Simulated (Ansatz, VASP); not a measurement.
# One calculation of BaTiO3, two programs

```
CELL_PARAMETERS angstrom
3.99980 0.00000 0.00000
0.00000 3.99980 0.00000
0.00000 0.00000 4.01800
ATOMIC_POSITIONS crystal
Ba 0.00000 0.00000 0.00000
Ti 0.50000 0.50000 0.49000
O 0.50000 0.50000 0.01900
O 0.50000 0.00000 0.51700
O 0.00000 0.50000 0.51700
```

Alike in both runs: task single point; functional PBE; k mesh 4 × 4 × 4; occupations fermi-dirac, width 0.05 eV; no spin polarisation; Hubbard terms Ti d U = 3.0 eV.

|  | VASP | Ansatz |
| --- | --- | --- |
| version | VASP 6.6.1 | Ansatz 0.2.0 |
| potentials or method | VASP PAW PBE potentials, release 64 (Ba_sv, Ti_sv, O) | plane waves, PAW |
| plane-wave cutoff (eV) | 520 | 420 |
| valence electrons in the cell | 40 | 40 |

|  | VASP | Ansatz | Ansatz less VASP |
| --- | --- | --- | --- |
| gap on the k mesh at the Fermi level (eV) | 2.11 | 2.16 | +0.047 |

The programs project onto different local orbitals, so the same U acts differently.

Caveats: spin-orbit coupling is left out, which moves the levels of the heavy elements. A k mesh can miss the band edges.
